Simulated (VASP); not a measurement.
VASP 6.6.1 run: CdSe

INCAR

```
SIGMA = 0.02
PREC = Accurate
EDIFF = 1E-7
LASPH = .TRUE.
ISMEAR = -1
NBANDS = 16
IBRION = 2
NSW = 1
NELM = 91
EDIFFG = -5E-3
LREAL = .FALSE.
ISIF = 3
LCHARG = .FALSE.
ENCUT = 600
LWAVE = .FALSE.
GGA = PE
```

KPOINTS

```
KPOINTS created by Atomic Simulation Environment
0
Gamma
8 8 8
0 0 0
```

POSCAR

```
Cd Se
 1.0000000000000000
     3.3437102275999999    0.0000000000000000    0.0000000000000000
     0.0000000000000000    3.3437102275999999    0.0000000000000000
     0.0000000000000000    0.0000000000000000    3.3437102275999999
 Cd  Se
   1   1
Cartesian
  0.0000000000000000  0.0000000000000000  0.0000000000000000
  1.6718551138000000  1.6718551138000000  1.6718551138000000
```

The recommended PBE PAW datasets give the neutral cell 18 valence electrons.

Command

```
mpirun -np 1 vasp_std
```

OSZICAR

```
N       E                     dE             d eps       ncg     rms          rms(c)
DAV:   1     0.114311178478E+03    0.11431E+03   -0.10204E+04  1160   0.120E+03
DAV:   2    -0.696546865383E+00   -0.11501E+03   -0.10735E+03  1328   0.270E+02
DAV:   3    -0.438703119413E+01   -0.36905E+01   -0.36643E+01  1368   0.495E+01
DAV:   4    -0.439638549807E+01   -0.93543E-02   -0.93540E-02  1376   0.248E+00
DAV:   5    -0.439640908513E+01   -0.23587E-04   -0.23587E-04  1400   0.121E-01    0.728E+00
DAV:   6    -0.396174799637E+01    0.43466E+00   -0.73432E-01  1376   0.114E+01    0.615E+00
DAV:   7    -0.395669945410E+01    0.50485E-02   -0.82175E-02  1240   0.244E+00    0.306E+00
DAV:   8    -0.395408654098E+01    0.26129E-02   -0.57002E-03  1304   0.930E-01    0.341E-01
DAV:   9    -0.395390741291E+01    0.17913E-03   -0.61949E-04  1416   0.360E-01    0.426E-02
DAV:  10    -0.395391980343E+01   -0.12391E-04   -0.81987E-05  1248   0.881E-02    0.192E-02
DAV:  11    -0.395392167540E+01   -0.18720E-05   -0.41799E-06  1296   0.188E-02    0.625E-03
DAV:  12    -0.395392163644E+01    0.38965E-07   -0.58363E-07  1360   0.594E-03
   1 F= -.39539216E+01 E0= -.39530195E+01  d E =-.395392E+01
```

Standard output (part)

```
POSCAR found type information on POSCAR CdSe
 POSCAR found :  2 types and       2 ions
 LDA part: xc-table for (Slater+PW92), standard interpolation
 POSCAR, INCAR and KPOINTS ok, starting setup
 WAVECAR not read
 entering main loop
 curvature:   0.00 expect dE= 0.000E+00 dE for cont linesearch  0.000E+00
 search vector abs. value=  0.114E+01
```

It didn't converge.

The fault: too few ionic steps.

The run took about 19 s on one core of a shared host (Intel Xeon Platinum 8488C) and held 0.17 GiB at most.
